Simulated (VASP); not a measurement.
# PbSe (Clausthalite) (Fm-3m) in VASP: settings compared

One crystal, PbSe (Clausthalite), is run at these levels: BLYP+D3, BLYP+D3(BJ); tasks: relaxation of cell and atoms.

All numbers are computed with VASP 6.6.1; they aren't measurements. Logs are shortened: lines on timing, memory, paths and dates and some standing lists are left out, and cuts for length are marked.

## 1. The crystal as given

It takes space group Fm-3m (No. 225, cubic). Conventional cell: a = 6.121 Å, b = 6.121 Å, c = 6.121 Å, α = 90.00°, β = 90.00°, γ = 90.00°. Around Pb (site symmetry m-3m) lie 6 Se at 3.06 Å. Around Se (site symmetry m-3m) lie 6 Pb at 3.06 Å.

## 2. Relaxation of cell and atoms, BLYP+D3

INCAR

```
PREC = Accurate
ENCUT = 600
EDIFF = 1E-6
ISMEAR = -1
SIGMA = 0.05
LREAL = False
LASPH = True
NELM = 80
ALGO = Normal
ISIF = 3
LWAVE = False
LCHARG = False
GGA = B5
ALDAX = 1.0
AGGAX = 1.0
AGGAC = 1.0
ALDAC = 0.0
IVDW = 11
VDW_S6 = 1.0
VDW_S8 = 1.682
VDW_SR = 1.094
VDW_SR8 = 1.0
IBRION = 2
NSW = 60
EDIFFG = -0.02
```

KPOINTS

```
regular mesh
0
Gamma
  8 8 8
```

POSCAR

```
PbSe
1.0
    0.0000000000      3.0606500000      3.0606500000
    3.0606500000      0.0000000000      3.0606500000
    3.0606500000      3.0606500000      0.0000000000
Pb Se
1 1
Direct
    0.0000000000      0.0000000000      0.0000000000
    0.5000000000      0.5000000000      0.5000000000
```

Potentials or basis: VASP PAW PBE potentials, release 64 (Pb_d, Se).

The run is started by

```sh
> cat potpaw_PBE.64/Pb_d/POTCAR potpaw_PBE.64/Se/POTCAR > POTCAR
> mpirun -np 1 vasp_std > vasp.out
```

OUTCAR:

```text
PREC = Accurate
   ENCUT = 600
   EDIFF = 1E-6
   ISMEAR = -1
   LREAL = False
   LASPH = True
   NELM = 80
   ISIF = 3
   GGA = B5
   IVDW = 11
   IBRION = 2
   NSW = 60
   EDIFFG = -0.02
 IVDW          = 11

 ion  position               nearest neighbor table
   1  0.000  0.000  0.000-   2 3.06   2 3.06   2 3.06   2 3.06   2 3.06   2 3.06
   2  0.500  0.500  0.500-   1 3.06   1 3.06   1 3.06   1 3.06   1 3.06   1 3.06

  LATTYP: Found a face centered cubic cell.
 ALAT       =     6.1213000000

  Lattice vectors:

 A1 = (   0.0000000000,   3.0606500000,   3.0606500000)
 A2 = (   3.0606500000,   0.0000000000,   3.0606500000)
 A3 = (   3.0606500000,   3.0606500000,   0.0000000000)

Analysis of symmetry for initial positions (statically):
=====================================================================
 Subroutine PRICEL returns:
 Original cell was already a primitive cell.

 Routine SETGRP: Setting up the symmetry group for a
 face centered cubic supercell.

 Subroutine GETGRP returns: Found 48 space group operations
 (whereof 48 operations were pure point group operations)
 out of a pool of 48 trial point group operations.

The static configuration has the point symmetry O_h .

Analysis of symmetry for dynamics (positions and initial velocities):
=====================================================================
 Subroutine PRICEL returns:
 Original cell was already a primitive cell.

 Routine SETGRP: Setting up the symmetry group for a
 face centered cubic supercell.

 Subroutine GETGRP returns: Found 48 space group operations
 (whereof 48 operations were pure point group operations)
 out of a pool of 48 trial point group operations.

The dynamic configuration has the point symmetry O_h .

 Subroutine INISYM returns: Found 48 space group operations
 (whereof 48 operations are pure point group operations),
 and found     1 'primitive' translations

----------------------------------------------------------------------------------------

                                     Primitive cell

  volume of cell :      57.3418

  direct lattice vectors                    reciprocal lattice vectors
     0.000000000  3.060650000  3.060650000    -0.163363991  0.163363991  0.163363991
     3.060650000  0.000000000  3.060650000     0.163363991 -0.163363991  0.163363991
     3.060650000  3.060650000  0.000000000     0.163363991  0.163363991 -0.163363991

  length of vectors
     4.328412740  4.328412740  4.328412740     0.282954733  0.282954733  0.282954733

  position of ions in fractional coordinates (direct lattice)
     0.000000000  0.000000000  0.000000000
     0.500000000  0.500000000  0.500000000

  ion indices of the primitive-cell ions
   primitive index   ion index
                 1           1
                 2           2
[... 70 lines left out ...]
   ENCUT  =  600.0 eV  44.10 Ry    6.64 a.u.   8.64  8.64  8.64*2*pi/ulx,y,z
   NELM   =     80;   NELMIN=  2; NELMDL= -5     # of ELM steps
   EDIFF  = 0.1E-05   stopping-criterion for ELM
   LREAL  =      F    real-space projection
   EDIFFG = -.2E-01   stopping-criterion for IOM
   NSW    =     60    number of steps for IOM
   IBRION =      2    ionic relax: 0-MD 1-quasi-New 2-CG
   NFREE  =      1    steps in history (QN), initial steepest desc. (CG)
   ISIF   =      3    stress and relaxation
   ISYM   =      2    0-nonsym 1-usesym 2-fastsym
   POTIM  = 0.5000    time-step for ionic-motion
   TEBEG  =    0.0;   TEEND  =   0.0 temperature during run
   PSTRESS=    0.0 pullay stress
   NELECT =      20.0000    total number of electrons
   NUPDOWN=      -1.0000    fix difference up-down
   EMIN   =  10.00;   EMAX   =-10.00  energy-range for DOS
   EFERMI =   0.00;   METHOD = LEGACY
   ISMEAR =    -1;   SIGMA  =   0.05  broadening in eV -4-tet -1-fermi 0-gaus
   EFERMI_NEDOS =   21; number of points for ismear=-14 and -15
   IALGO  =     38    algorithm
   IMIX   =      4    mixing-type and parameters
     AMIX     =   0.40;   BMIX     =  1.00
     AMIX_MAG =   1.60;   BMIX_MAG =  1.00
  volume/ion in A,a.u.               =      28.67       193.48
  Fermi-wavevector in a.u.,A,eV,Ry     =   1.152377  2.177676 18.068159  1.327972
  Thomas-Fermi vector in A             =   2.289028
   LORBIT       =      0    0 simple, 1 ext, 2 COOP (PROOUT), +10 PAW based schemes
   GGA     = B5    functional components
   LHFCALC =     F    Hartree Fock is set to
   AEXX    =    0.0000 exact exchange contribution
   IVDW    =    11    specifies the selected vdW correction
   LEPSILON=     F    determine dielectric tensor
   LRPA    =     F    only Hartree local field effects (RPA)
 conjugate gradient relaxation of ions
 non-spin polarized calculation
  energy-cutoff  :      600.00
  volume of cell :       57.34
 maximum number of plane-waves:      1930
   NGX = 17   NGY = 17   NGZ = 17

--------------------------------------- Ionic step        1  -------------------------------------------

 number of electron      20.0000001 magnetization

 Free energy of the ion-electron system (eV)
  ---------------------------------------------------
  ext. energy  EPLUGINS =         0.00000000
  ---------------------------------------------------
  free energy    TOTEN  =        -7.02844155 eV

  energy without entropy =       -7.02829462  energy(sigma->0) =       -7.02836808

 E-fermi :   5.6986     XC(G=0):  -8.9486

 val. band max:        5.5011902382   @ k =   0.5000   0.0000   0.0000
 cond. band min:       5.8959110094   @ k =   0.5000   0.0000   0.0000
 fundamental gap:      0.3947207712
 Fermi energy:         5.6985749301

 k-point     1 :       0.0000    0.0000    0.0000
  band No.  band energies     occupation
      1     -11.3416      2.00000
      2     -11.3416      2.00000
      3     -11.3416      2.00000
      4     -11.3415      2.00000
      5     -11.3415      2.00000
      6      -8.0887      2.00000
      7      -0.9008      2.00000
      8       3.6313      2.00000
      9       3.6313      2.00000
     10       3.6313      2.00000
     11      10.1207      0.00000
     12      10.1207      0.00000
     13      10.1207      0.00000
     14      12.2333      0.00000
[... 470 lines left out ...]
--------------------------------------- Ionic step        3  -------------------------------------------

 number of electron      20.0000000 magnetization

 Free energy of the ion-electron system (eV)
  ---------------------------------------------------
  ext. energy  EPLUGINS =         0.00000000
  ---------------------------------------------------
  free energy    TOTEN  =        -7.14557072 eV

  energy without entropy =       -7.14556167  energy(sigma->0) =       -7.14556620

 E-fermi :   4.1764     XC(G=0):  -8.3498

 val. band max:        3.8105733614   @ k =   0.5000   0.0000   0.0000
 cond. band min:       4.5403840742   @ k =   0.5000   0.0000   0.0000
 fundamental gap:      0.7298107128
 Fermi energy:         4.1763815211

 k-point     1 :       0.0000    0.0000    0.0000
  band No.  band energies     occupation
      1     -12.7919      2.00000
      2     -12.7919      2.00000
      3     -12.7919      2.00000
      4     -12.7864      2.00000
      5     -12.7864      2.00000
      6      -8.6569      2.00000
      7      -2.7391      2.00000
      8       2.5857      2.00000
      9       2.5857      2.00000
     10       2.5857      2.00000
     11       8.1554      0.00000
     12       8.1554      0.00000
     13       8.1554      0.00000
     14      10.8563      0.00000
[... 424 lines left out ...]
  FREE ENERGIE OF THE ION-ELECTRON SYSTEM (eV)
  ---------------------------------------------------
  free  energy   TOTEN  =        -8.0298907398 eV

  energy  without entropy=       -8.0298816916  energy(sigma->0) =       -8.02988622

 reached required accuracy - stopping structural energy minimisation
```

Run time: 93 s. Hardware: 1 thread of Intel Xeon Platinum 8259CL at 2.50GHz (Skylake/Cascade Lake), shared host; peak memory 0.24 GiB.

What came out:

- Free energy: -8.0299 eV
- Relaxed volume: 32.97 Å³/atom
- Relaxed cell: a = 4.535 Å, b = 4.535 Å, c = 4.535 Å, α = 60.00°, β = 60.00°, γ = 60.00°
- Space group after relaxing (to 0.05 Å): Fm-3m (No. 225)
- Energy gained by relaxing: 41.2 meV/atom
- Ionic steps: 3
- Pressure after relaxing: -0.1 GPa
- Band gap on the k mesh: 0.73 eV, direct
- Dispersion energy per atom: -0.442 eV

The path:
```tsv
step	energy change (eV)	largest force (eV/Å)	pressure (GPa)	volume (Å³)
1	0.0000	0.0000	3.97	57.34
2	-0.0639	0.0000	1.01	63.44
3	-0.0824	0.0000	-0.06	65.94
```

Final structure:
```xyz
2
Lattice="0.0000 3.2065 3.2065 3.2065 0.0000 3.2065 3.2065 3.2065 0.0000" Properties=species:S:1:pos:R:3 pbc="T T T"
Pb    0.0000    0.0000    0.0000
Se    3.2065    3.2065    3.2065
```

Caveat: the PAW data sets were made with another functional, which shifts forces and pressure a little; spin-orbit coupling is left out, which as a rule narrows the gap of such compounds by several tenths of an eV; the volume moved by +15 % from the deposited cell, more than functionals usually miss.

## 3. Relaxation of cell and atoms, BLYP+D3(BJ)

INCAR

```
SYSTEM = PbSe
AGGAC = 1.0 ; AGGAX = 1.0
ALDAC = 0.0 ; ALDAX = 1.0
ALGO = Normal ; EDIFF = 1E-6
EDIFFG = -0.01 ; ENCUT = 600
GGA = B5 ; IBRION = 2
ISIF = 3 ; ISMEAR = -1
IVDW = 12 ; LASPH = .TRUE.
LCHARG = .FALSE. ; LREAL = .FALSE.
LWAVE = .FALSE. ; NELM = 100
NSW = 40 ; PREC = Accurate
SIGMA = 0.05 ; VDW_A1 = 0.4298
VDW_A2 = 4.2359 ; VDW_S6 = 1.0
VDW_S8 = 2.6996
```

KPOINTS

```
k-points
0
G
  8 8 8
  0 0 0
```

POSCAR is that of step 2.

Potentials or basis: VASP PAW PBE potentials, release 64 (Pb_d, Se).

The run is started by

```sh
> cat potpaw_PBE.64/Pb_d/POTCAR potpaw_PBE.64/Se/POTCAR > POTCAR
> mpirun -np 1 vasp_std > vasp.out
```

Run time: 82 s. Hardware: 1 thread of Intel Xeon Platinum 8259CL at 2.50GHz (Skylake/Cascade Lake), shared host; peak memory 0.22 GiB.

Results (log left out):

```
Free energy                            : -8.7640 eV
Relaxed volume                         : 29.31 Å³/atom
Relaxed cell                           : a = 4.360 Å, b = 4.360 Å, c = 4.360 Å, α = 60.00°, β = 60.00°, γ = 60.00°
Space group after relaxing (to 0.05 Å) : Fm-3m (No. 225)
Energy gained by relaxing              : 2.3 meV/atom
Ionic steps                            : 3
Pressure after relaxing                : 0.0 GPa
Band gap on the k mesh                 : 0.46 eV, direct
Dispersion energy per atom             : -0.846 eV
```

Step by step:
```csv
step,energy change (eV),largest force (eV/Å),pressure (GPa),volume (Å³)
1,0.0000,0.0000,1.16,57.34
2,-0.0040,0.0000,-0.39,59.08
3,-0.0045,0.0000,0.00,58.62
```

Final structure:
```
CELL_PARAMETERS angstrom
0.00000 3.08316 3.08316
3.08316 0.00000 3.08316
3.08316 3.08316 0.00000
ATOMIC_POSITIONS crystal
Pb 0.00000 0.00000 0.00000
Se 0.50000 0.50000 0.50000
```

Levels at points of the mesh, in eV from the valence-band top:
| k point | band 7 | band 8 | band 9 | band 10 | band 11 | band 12 | band 13 | band 14 |
| --- | --- | --- | --- | --- | --- | --- | --- | --- |
| (0.00, 0.00, 0.00) | -6.42 | -1.76 | -1.76 | -1.76 | 4.58 | 4.58 | 4.58 | 6.79 |
| (0.50, 0.00, 0.00) | -8.72 | -1.34 | -1.34 | 0.00 | 0.46 | 1.75 | 1.75 | 8.87 |
| (0.50, 0.50, 0.00) | -7.44 | -4.70 | -3.05 | -3.05 | 4.12 | 5.46 | 5.46 | 5.95 |

Caveat: the PAW data sets were made with another functional, which shifts forces and pressure a little; spin-orbit coupling is left out, which as a rule narrows the gap of such compounds by several tenths of an eV.

## 4. Comparison with measurements

Step 2. The cell as given is a measured one (28.67 Å³/atom); BLYP+D3 puts the equilibrium volume +15.0 % from it, thermal expansion not counted.

Step 3. The cell as given is a measured one (28.67 Å³/atom); BLYP+D3(BJ) puts the equilibrium volume +2.2 % from it, thermal expansion not counted.
